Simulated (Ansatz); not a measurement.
Runs of Ansatz 0.2.0 on PbS (Galena). It takes space group Fm-3m (No. 225, cubic). The conventional cell has a = 5.931 Å, b = 5.931 Å, c = 5.931 Å, α = 90.00°, β = 90.00°, γ = 90.00°. Pb (site symmetry m-3m) has 6 S at 2.97 Å as nearest neighbours. Around S (site symmetry m-3m) lie 6 Pb at 2.97 Å. 

```csv
task,level,potentials or basis,spin,k mesh,cutoff (eV),basis error allowed,mesh quality,gap on the mesh (eV),pressure (GPa)
band structure,LDA,"all-electron LAPW, relativistic spinors","SOC, no magnetisation",6 × 6 × 6,178,0.001 eV/atom,not flagged,0.21,-3.3
single point,PBE0,all-electron PAW datasets made for the crystal,off,4 × 4 × 4,290,-,coarse,(b),1.3
single point,HSE06,all-electron PAW datasets made for the crystal,off,4 × 4 × 4,290,-,coarse,(a),1.3
band structure,RPBE,"all-electron LAPW, scalar-relativistic",off,8 × 8 × 8,178,0.001 eV/atom,not flagged,0.45,4.2
```

Alike in all rows: cell as given; smearing fermi-dirac 0.05 eV.

Estimate the missing entries.

(a) 0.79; (b) 1.40.

Caveats: some runs use coarse meshes; spin-orbit coupling is left out, which as a rule narrows the gap of such compounds by several tenths of an eV (some runs).

A k mesh can miss the band edges, and rows without SOC leave out spin-orbit coupling on Pb.

The runs don't all hold the same shells in valence.

Runs at the PBE level aren't shown here.
